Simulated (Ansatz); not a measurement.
The system is TePb.

```
Pb Te
1.0
     0.00000    2.99939    2.99939
     2.99939    0.00000    2.99939
     2.99939    2.99939    0.00000
Pb Te
1 1
Direct
  0.00000 0.00000 0.00000
  0.50000 0.50000 0.50000
```

The cell isn't the ideal one: volume scaled by 0.8.

```yaml
Program: Ansatz 0.2.0
Task: relaxation of cell and atoms
Functional: RPBE
Dispersion: D3(BJ)
Potentials_or_basis: all-electron LAPW, relativistic spinors
Basis_error_allowed: 0.0005 eV/atom
k_mesh: 5 × 5 × 5
Occupations: gaussian, width 0.05 eV
Spin: non-collinear spin, ferromagnetic start, spin-orbit coupling
Starting_moments: "[[0.0, 0.0, 0.5], [0.0, 0.0, 0.0]] μB"
```

At the start: volume 26.98 Å³/atom.

Problem. Where does the relaxation end?

Solution. Over 4 steps the energy falls by 2.7 meV/atom and the volume is 26.43 Å³/atom (-2.0 %); space group Fm-3m (No. 225, to 0.05 Å); moment 0.00 μB per cell.

Step by step:
```
step  energy change (eV)  largest force (eV/Å)  volume (Å³)
   1              0.0000                0.0000        53.97
   2             -0.0053                0.0000        52.91
   3             -0.0053                0.0000        52.87
   4             -0.0053                0.0000        52.87
```

Final structure:
```cif
data_structure
_symmetry_space_group_name_H-M 'P 1'
_symmetry_Int_Tables_number 1
_cell_length_a 4.2127
_cell_length_b 4.2127
_cell_length_c 4.2127
_cell_angle_alpha 60.000
_cell_angle_beta 60.000
_cell_angle_gamma 60.000
_cell_volume 52.87
loop_
_atom_site_label
_atom_site_type_symbol
_atom_site_fract_x
_atom_site_fract_y
_atom_site_fract_z
_atom_site_occupancy
Pb1 Pb 0.00000 0.00000 0.00000 1
Te1 Te 0.50000 0.50000 0.50000 1
```

Caveat: the starting moments weren't kept.
